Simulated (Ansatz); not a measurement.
**Is this BN structure a true minimum?**

The structure comes from a generated guess, relaxed at this level; another structure or a mixture of phases may lie lower.

Computed with DFT PBE+D3(BJ), scalar-relativistic, plane waves, PAW (Ansatz 0.2.0). Cutoff 420 eV; k points 12×12×1 on the computed 4-atom cell (Γ-centred); Gaussian smearing, width 0.02 eV; no spin polarisation.

The cell below (4 atoms, layer group p-3m1 (No. 72)) is relaxed within its symmetry. This is a two-dimensional sheet: the third axis spans vacuum and isn't periodic.

```yaml
crystal:
  periodic: [true, true, false]
  lattice:
    - [2.50745, 0.00000, 0.00000]
    - [-1.25373, 2.17152, 0.00000]
    - [0.00000, 0.00000, 31.12454]
  atoms:
    - { symbol: B, position: [0.00000, 0.00000, 0.23494] }
    - { symbol: B, position: [0.00000, 0.00000, 0.34339] }
    - { symbol: N, position: [0.66667, 0.33333, 0.23491] }
    - { symbol: N, position: [0.33333, 0.66667, 0.34341] }
```

For the test a repeat of it with 8 atoms (edges 5.01, 2.51 Å) was strained at random (σ = 1.5 % a component), the atoms were moved at random (σ = 0.05 Å), and all was relaxed again on a coarse 6×6×1 mesh (in the run’s order of axes) with 0.10 eV smearing, with no symmetry imposed.

Problem. What happens?

Solution. It returns, within 1 meV/atom of the unmoved cell on that mesh and with the same symmetry when read at 0.1 Å (P-1 at 0.01 Å, so small strains and shifts remain). So it is stable against the distortions that fit this cell and that this random move excites. Modes that don't fit the cell aren't tested.
